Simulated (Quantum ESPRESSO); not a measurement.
HfO2:

```
Hf O
1.0
     0.00000    2.55750    2.55750
     2.55750    0.00000    2.55750
     2.55750    2.55750    0.00000
Hf O
1 2
Direct
  0.00000 0.00000 0.00000
  0.75000 0.75000 0.75000
  0.25000 0.25000 0.25000
```

Measurements of this composition are mostly on another form, of space group No. 14.

Base run:

| Quantity | Value |
| --- | --- |
| Program | Quantum ESPRESSO 7.5 |
| Functional | AM05 |
| Potentials or basis | PseudoDojo 0.4.1 SR PBE standard |
| Cutoff | 1143 eV |
| Density cutoff | 4572 eV |
| k mesh | 6 × 6 × 6, shifted |
| Occupations | fermi-dirac, width 0.05 eV |
| Spin | no spin polarisation |

Its results: pressure -11.2 GPa; electronic dielectric tensor (diagonal) 5.28.

**Question.** After a change of settings the same cell gave: pressure -13.2 GPa; electronic dielectric tensor (diagonal) 5.27. Which change was it?
A. functional from AM05 to PBE; k mesh from 6 × 6 × 6, shifted to 10 × 10 × 10, shifted
B. functional from AM05 to PBE; k mesh from 6 × 6 × 6, shifted to 8 × 8 × 8, shifted
C. functional from AM05 to PBE
D. functional from AM05 to PBEsol; potentials or basis from PseudoDojo 0.4.1 SR PBE standard to PseudoDojo 0.4.1 SR PBEsol standard

**Answer.** D.

Caveats: the cell is more than 3 GPa from zero pressure, which shifts response properties; the potentials were made for another functional, which shifts forces and pressure (some runs).
